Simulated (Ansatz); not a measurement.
**TiCo2: tests of the settings**

The task here is to estimate one member of a computed series from the others.

Computed with Ansatz 0.2.0 (DFT r2SCAN, scalar-relativistic, plane waves, PAW, unless a step's input says otherwise).

2 further runs of the same task are left out: 1 that didn't finish, 1 set aside as unsound or not needed. Runs told in other sessions of the task aren't counted.

## The system as given

Symmetry: Fd-3m, No. 227, cubic system. Conventional cell: a = 6.704 Å, b = 6.704 Å, c = 6.704 Å, α = 90.00°, β = 90.00°, γ = 90.00°. Around Ti (site symmetry -43m) lie 12 Co at 2.78 Å and 4 Ti at 2.90 Å. Co (site symmetry -3m) has 6 Co at 2.37 Å and 6 Ti at 2.78 Å in its first shell of neighbours.

As a file:

```
Ti Co
1.0
     0.00000    3.35200    3.35200
     3.35200    0.00000    3.35200
     3.35200    3.35200    0.00000
Ti Co
2 4
Direct
  0.50000 0.50000 0.50000
  0.75000 0.75000 0.75000
  0.12500 0.12500 0.12500
  0.62500 0.12500 0.12500
  0.12500 0.12500 0.62500
  0.12500 0.62500 0.12500
```

Source of the structure: the Crystallography Open Database. It is taken as it stands there.

## The base run, which the others are set against

Contents of input.yaml:

```yaml
crystal:
  lattice:
    - [0.0, 3.352, 3.352]
    - [3.352, 0.0, 3.352]
    - [3.352, 3.352, 0.0]
  atoms:
    - { symbol: Ti, position: [0.5, 0.5, 0.5], spin: -0.75 }
    - { symbol: Ti, position: [0.75, 0.75, 0.75], spin: -0.75 }
    - { symbol: Co, position: [0.125, 0.125, 0.125], spin: 1.7 }
    - { symbol: Co, position: [0.625, 0.125, 0.125], spin: 1.7 }
    - { symbol: Co, position: [0.125, 0.125, 0.625], spin: 1.7 }
    - { symbol: Co, position: [0.125, 0.625, 0.125], spin: 1.7 }
basis:
  ecutwfc: 500
kpoints:
  mp_grid: { grid: [10, 10, 10] }
hamiltonian:
  xc: r2scan
scf:
  occupations: { method: gaussian, width: 0.1 }
output:
  forces: true
  stress: true
  eigenvalues: true
  populations: true
  write_density: true
  write_potential: true
  elf: true
  volumetric_format: npy
magnetization:
  spin_polarized: true
```

Its results, from an earlier run: -4256.0563 eV/atom at zero smearing, pressure -1.32 GPa, largest force 0.000 eV/Å, no gap on the mesh, site moments Ti -0.67 (×2), Co +1.55 (×4) μB, in 23 SCF cycles and 2.3 min.

The first run:

Contents of input.yaml:

```yaml
crystal:
  lattice:
    - [0.0, 3.352, 3.352]
    - [3.352, 0.0, 3.352]
    - [3.352, 3.352, 0.0]
  atoms:
    - { symbol: Ti, position: [0.5, 0.5, 0.5], spin: -0.73 }
    - { symbol: Ti, position: [0.75, 0.75, 0.75], spin: -0.73 }
    - { symbol: Co, position: [0.125, 0.125, 0.125], spin: 1.71 }
    - { symbol: Co, position: [0.625, 0.125, 0.125], spin: 1.71 }
    - { symbol: Co, position: [0.125, 0.125, 0.625], spin: 1.71 }
    - { symbol: Co, position: [0.125, 0.625, 0.125], spin: 1.71 }
basis:
  ecutwfc: 500
kpoints:
  mp_grid: { grid: [1, 1, 1] }
hamiltonian:
  xc: r2scan
scf:
  occupations: { method: gaussian, width: 0.1 }
output:
  forces: true
  stress: true
  eigenvalues: true
  populations: true
magnetization:
  spin_polarized: true
```

On the command line:

```console
ansatz run input.yaml --threads 1 --pin off --max-ram 2560MiB --backend cpu --events-out ev --progress --plain --runs-dir out
```

Steps of the session up to this table: K-point mesh set to 1×1×1; K-point mesh: 2×2×2; K-point mesh set to 4×4×4; K-point mesh set to 6×6×6; K-point mesh: 8×8×8; K-point mesh: 12×12×12; K-point mesh: 14×14×14; K-point mesh set to 16×16×16.

One of the session's tables, all rows but one given; the rest of the session is left out.

| mesh | ΔE (meV/atom) | cell moment (μB) |
| --- | --- | --- |
| 1×1×1 | 1004 | 7.92 |
| 2×2×2 | 75.5 | 4.79 |
| 4×4×4 | 0.36 | 3.86 |
| 6×6×6 | -0.07 | 4.03 |
| 8×8×8 | -0.46 | 4.10 |
| 10×10×10 | ? | ? |
| 12×12×12 | -0.07 | 4.12 |
| 14×14×14 | 0.03 | 4.11 |
| 16×16×16 | 0.00 | 4.11 |

Q: Estimate the row for 10×10×10 from the others.

As computed: ΔE (meV/atom): -0.24; cell moment (μB): 4.14. In the column «ΔE (meV/atom)» it lies between 8×8×8 (-0.46) and 6×6×6 (-0.07).

Caveats from the session: The error changes sign along the series, since a k mesh isn't variational, and a metal needs dense meshes to resolve its Fermi surface. The magnetic state reached may not be the lowest one. Warnings in the runs' records: stability check not made, seeded moment not kept.
